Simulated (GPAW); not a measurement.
# Sb (R-3m) in GPAW: settings compared, part 2 of 2

GPAW 26.7.0.

### Step 4. Relaxation of cell and atoms, PBE+D4, target pressure 2 GPa, at which the enthalpy is minimised

Input file run.py:

```python
from ase import Atoms
from ase.calculators.mixing import SumCalculator
from ase.filters import FrechetCellFilter
from ase.io import write
from ase.optimize import LBFGS
from ase.units import GPa
from dftd4.ase import DFTD4
from gpaw import GPAW, PW

atoms = Atoms(['Sb', 'Sb'],
              cell=[[2.1542, 1.2437279499, 3.758],
                    [-2.1542, 1.2437279499, 3.758],
                    [0.0, -2.4874558998, 3.758]],
              scaled_positions=[[0.76651, 0.76651, 0.76651],
                                [0.23349, 0.23349, 0.23349]],
              pbc=True)

calc = GPAW(mode=PW(600),
            xc='PBE',
            kpts={'size': (5, 5, 5), 'gamma': True},
            occupations={'name': 'fermi-dirac', 'width': 0.05},
            nbands=25,
            convergence={'density': 1e-05, 'energy': 1e-05},
            maxiter=150,
            txt='gpaw.txt')
atoms.calc = SumCalculator([calc, DFTD4(method='pbe')])
opt = LBFGS(FrechetCellFilter(atoms, scalar_pressure=2 * GPa), trajectory='relax.traj', logfile='-')
done = opt.run(fmax=0.02, steps=40)
calc.write('gs.gpw')
write('result.traj', atoms)
print('Converged:', done)
print('Cell:', atoms.cell.cellpar().round(4))
print('Volume:', round(atoms.get_volume(), 4))
print(atoms.get_scaled_positions().round(5))
```

Potentials or basis: GPAW PAW data sets (gpaw-data 1.2.1), pw.

Started as:

```
$ OMP_NUM_THREADS=1 python run.py
```

gpaw.txt:

```text
__  _  _
 | _ |_)|_||  |
 |__||  | ||/\| - 26.7.0

Input parameters:
  mode=PW(ecut=600.0),
  convergence={'density': 1e-05, 'energy': 1e-05},
  kpts=MonkhorstPack(size=(5, 5, 5), gamma=True),
  maxiter=150,
  nbands=25,
  occupations=Occupations(name='fermi-dirac', width=0.05),
  xc=XC(name='PBE')

Diagonalizing LCAO Hamiltonian
Converting LCAO to pw mode

       Sb

       Sb

Atoms  # Å, Bohr magnetons
|   | symbol |         x |         y |        z |    initial magnetic moments |
|---|--------|-----------|-----------|----------|-----------------------------|
| 0 |     Sb |  0.000000 | -0.000000 | 8.641634 | ( 0.0000,  0.0000,  0.0000) |
| 1 |     Sb | -0.000000 | -0.000000 | 2.632366 | ( 0.0000,  0.0000,  0.0000) |
[... 843 lines left out ...]
Stress tensor  # eV/Ang^3
|         x |         y |         z |
|-----------|-----------|-----------|
| -0.034562 | -0.000000 | -0.000000 |
| -0.000000 | -0.034562 | -0.000000 |
| -0.000000 | -0.000000 | -0.027288 |

Forces  # eV/Ang
|       x |        y |        z |
|---------|----------|----------|
| 0.00000 |  0.00000 | -0.18320 |  # Sb   0
| 0.00000 | -0.00000 |  0.18320 |  # Sb   1

Interpolating wave functions to new cell

       Sb

       Sb

Atoms  # Å, Bohr magnetons
|   | symbol |        x |         y |        z |    initial magnetic moments |
|---|--------|----------|-----------|----------|-----------------------------|
| 0 |     Sb | 0.000000 | -0.000000 | 8.289592 | ( 0.0000,  0.0000,  0.0000) |
| 1 |     Sb | 0.000000 | -0.000000 | 2.566826 | ( 0.0000,  0.0000,  0.0000) |
[... 625 lines left out ...]
Stress tensor  # eV/Ang^3
|         x |         y |         z |
|-----------|-----------|-----------|
| -0.030683 | -0.000000 | -0.000000 |
| -0.000000 | -0.030683 | -0.000000 |
| -0.000000 | -0.000000 | -0.029145 |

Forces  # eV/Ang
|       x |        y |        z |
|---------|----------|----------|
| 0.00000 | -0.00000 |  0.04063 |  # Sb   0
| 0.00000 |  0.00000 | -0.04063 |  # Sb   1

Interpolating wave functions to new cell

       Sb

       Sb

Atoms  # Å, Bohr magnetons
|   | symbol |        x |         y |        z |    initial magnetic moments |
|---|--------|----------|-----------|----------|-----------------------------|
| 0 |     Sb | 0.000000 | -0.000000 | 8.247648 | ( 0.0000,  0.0000,  0.0000) |
| 1 |     Sb | 0.000000 | -0.000000 | 2.554896 | ( 0.0000,  0.0000,  0.0000) |
[... 415 lines left out ...]
Forces  # eV/Ang
|        x |        y |        z |
|----------|----------|----------|
|  0.00000 | -0.00000 |  0.00697 |  # Sb   0
| -0.00000 |  0.00000 | -0.00697 |  # Sb   1

# Writing to gs.gpw (mode='')
```

stdout:

```text
Step          Energy          fmax
LBFGS:    0       -9.110057        0.577319
LBFGS:    1       -9.117690        0.477509
LBFGS:    2       -9.130521        0.197465
LBFGS:    3       -9.132083        0.175166
LBFGS:    4       -9.138701        0.055292
LBFGS:    5       -9.138867        0.046145
LBFGS:    6       -9.139155        0.043090
LBFGS:    7       -9.139416        0.032786
LBFGS:    8       -9.139588        0.010906
Converged: True
Cell: [ 4.3669  4.3669  4.3669 58.8576 58.8576 58.8576]
Volume: 57.3495
[[0.7637 0.7637 0.7637]
 [0.2363 0.2363 0.2363]]
```

It took 2.1 min on 1 thread of Arm Neoverse V1, shared host; peak memory 0.2 GiB.

What came out:

```yaml
Free_energy: -9.8562 eV
Relaxed_volume: 28.67 Å³/atom
Relaxed_cell: a = 4.367 Å, b = 4.367 Å, c = 4.367 Å, α = 58.86°, β = 58.86°, γ = 58.86°
Space_group_after_relaxing_to_0.05_Å: R-3m (No. 166)
Energy_change_on_relaxing_the_enthalpy_is_what_falls: +4.3 meV/atom
Ionic_steps: 9
Pressure_after_relaxing: 1.9 GPa
Largest_force_after_relaxing: 0.011 eV/Å
Band_gap_on_the_k_mesh: 0.33 eV, indirect (least direct gap 0.53 eV)
Dispersion_energy_per_atom: -0.537 eV
```

Forces on the atoms (eV/Å):
```
Sb   0.000  0.000  0.011
Sb   0.000  0.000 -0.011
```

Step by step:
```tsv
step	energy change (eV)	largest force (eV/Å)	pressure (GPa)	volume (Å³)
1	0.0000	0.0191	-0.33	60.41
2	-0.0006	0.0646	0.21	59.85
3	0.0118	0.2015	2.28	57.82
4	0.0114	0.1791	2.29	57.73
5	0.0112	0.0238	2.13	57.22
6	0.0105	0.0353	2.04	57.27
7	0.0096	0.0449	1.94	57.31
8	0.0089	0.0342	1.91	57.35
9	0.0087	0.0114	1.95	57.35
```

Final structure:
```cif
data_structure
_symmetry_space_group_name_H-M 'P 1'
_symmetry_Int_Tables_number 1
_cell_length_a 4.3669
_cell_length_b 4.3669
_cell_length_c 4.3669
_cell_angle_alpha 58.858
_cell_angle_beta 58.858
_cell_angle_gamma 58.858
_cell_volume 57.35
loop_
_atom_site_label
_atom_site_type_symbol
_atom_site_fract_x
_atom_site_fract_y
_atom_site_fract_z
_atom_site_occupancy
Sb1 Sb 0.76370 0.76370 0.76370 1
Sb2 Sb 0.23630 0.23630 0.23630 1
```

Levels at points of the mesh, in eV from the valence-band top:
| k point | band 13 | band 14 | band 15 | band 16 | band 17 | band 18 |
| --- | --- | --- | --- | --- | --- | --- |
| (0.00, 0.00, 0.00) | -1.74 | -1.74 | -1.74 | 2.65 | 3.13 | 3.13 |

Caveat: later steps reuse the first step's grids; spin-orbit coupling is left out, which moves the levels of the heavy elements; an odd mesh through Γ misses points on the zone boundary, where band edges often lie. PBE gaps usually lie below the measured ones, often by a third to a half.
